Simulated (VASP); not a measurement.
Set up this calculation in VASP 6.6.1, as the native input.

* Task: band structure
* Functional: PBEsol
* Potentials or basis: VASP PAW PBE potentials, release 64 (Si, Mg)
* Cutoff: 520 eV
* k mesh: 8 × 8 × 8
* Occupations: gaussian, width 0.02 eV
* Spin: no spin polarisation
* Further INCAR settings: ALGO = Normal; EDIFF = 1e-07; NBANDS = 11

The structure of Mg2Si lies in POSCAR:

```
Mg2Si                                   
1.0
   -0.0000000000      3.1620863779      3.1620863779
    3.1620863779     -0.0000000000      3.1620863779
    3.1620863779      3.1620863779      0.0000000000
  Si              Mg            
     1     2
Direct
     0.0000000000000000    1.0000000000000000    1.0000000000000000
     0.2500000000000000    0.2500000000000000    0.2500000000000000
     0.7500000000000000    0.7500000000000000    0.7500000000000000
```

The cell was built by a generator and needn't be a form met in nature.

One way to write it, as run:

INCAR

```
SYSTEM = Mg2Si
PREC = Accurate
ENCUT = 520
EDIFF = 1E-7
ISMEAR = 0
SIGMA = 0.02
LREAL = .FALSE.
LASPH = .TRUE.
NELM = 60
ALGO = Normal
ISIF = 2
LWAVE = .FALSE.
LCHARG = .FALSE.
GGA = PS
NBANDS = 11
```

KPOINTS

```
regular mesh
0
G
  8 8 8
  0 0 0
```

KPOINTS_OPT

```
path GXWKGLUWLK,UX
15
line-mode
reciprocal
 0.0000000000  0.0000000000  0.0000000000  G
 0.5000000000  0.0000000000  0.5000000000  X

 0.5000000000  0.0000000000  0.5000000000  X
 0.5000000000  0.2500000000  0.7500000000  W

 0.5000000000  0.2500000000  0.7500000000  W
 0.3750000000  0.3750000000  0.7500000000  K

 0.3750000000  0.3750000000  0.7500000000  K
 0.0000000000  0.0000000000  0.0000000000  G

 0.0000000000  0.0000000000  0.0000000000  G
 0.5000000000  0.5000000000  0.5000000000  L

 0.5000000000  0.5000000000  0.5000000000  L
 0.6250000000  0.2500000000  0.6250000000  U

 0.6250000000  0.2500000000  0.6250000000  U
 0.5000000000  0.2500000000  0.7500000000  W

 0.5000000000  0.2500000000  0.7500000000  W
 0.5000000000  0.5000000000  0.5000000000  L

 0.5000000000  0.5000000000  0.5000000000  L
 0.3750000000  0.3750000000  0.7500000000  K

 0.6250000000  0.2500000000  0.6250000000  U
 0.5000000000  0.0000000000  0.5000000000  X
```

Potentials or basis: VASP PAW PBE potentials, release 64 (Si, Mg).

The run is started by

```bash
$ cat potpaw_PBE.64/Si/POTCAR potpaw_PBE.64/Mg/POTCAR > POTCAR
$ mpirun -np 1 vasp_std > vasp.out
```

It gave:

* Pressure: 0.0 GPa
* Band gap on the k mesh: 0.11 eV, indirect (least direct gap 1.89 eV)
* Band gap along the path: 0.11 eV, indirect (least direct gap 1.89 eV)

Caveat: the PAW data sets were made with another functional, which shifts forces and pressure a little.

It took 29 s on 1 thread of Intel(R) Xeon(R) 6975P-C (Granite Rapids), on a shared host, peak memory 0.2 GiB.
